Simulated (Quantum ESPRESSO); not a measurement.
Re:

```xyz
1
Lattice="-0.0147 1.9317 2.0039 1.9591 -0.0024 1.9916 1.9811 1.9413 -0.0243" Properties=species:S:1:pos:R:3 pbc="T T T"
Re    0.0000    0.0000    0.0000
```

This isn't the form of Re at room conditions, which is hcp.

- Program: Quantum ESPRESSO 7.5
- Task: relaxation of cell and atoms
- Functional: revPBE
- Potentials or basis: SPMS 1.0 PBE
- Cutoff: 789 eV
- Density cutoff: 3184 eV
- k mesh: 6 × 7 × 6
- Occupations: fermi-dirac, width 0.136 eV
- Spin: no spin polarisation

At the start: pressure -6.1 GPa; volume 15.40 Å³/atom.

Q: How do energy, volume and symmetry change on relaxing?

A: Over 6 steps the energy falls by 17.1 meV/atom and the volume is 15.12 Å³/atom (-1.8 %); space group Fm-3m (No. 225, to 0.05 Å).

The path:
```tsv
step	energy change (eV)	largest force (eV/Å)	pressure (GPa)	volume (Å³)
1	0.0000	0.0000	-6.13	15.40
2	-0.0124	0.0000	2.41	15.02
3	-0.0157	0.0000	0.75	15.09
4	-0.0169	0.0000	-0.10	15.12
5	-0.0170	0.0000	-0.14	15.12
6	-0.0171	0.0000	-0.04	15.12
```

Final structure:
```yaml
crystal:
  lattice:
    - [2.76828, -0.01743, 0.04738]
    - [1.39921, 2.40331, 0.01579]
    - [1.34638, 0.79807, 2.28470]
  atoms:
    - { symbol: Re, position: [0.00000, 0.00000, 0.00000] }
```

Caveat: the k mesh is coarse (spacing up to 0.46 Å⁻¹), so the values aren't converged; the potentials were made for another functional, which shifts forces and pressure.
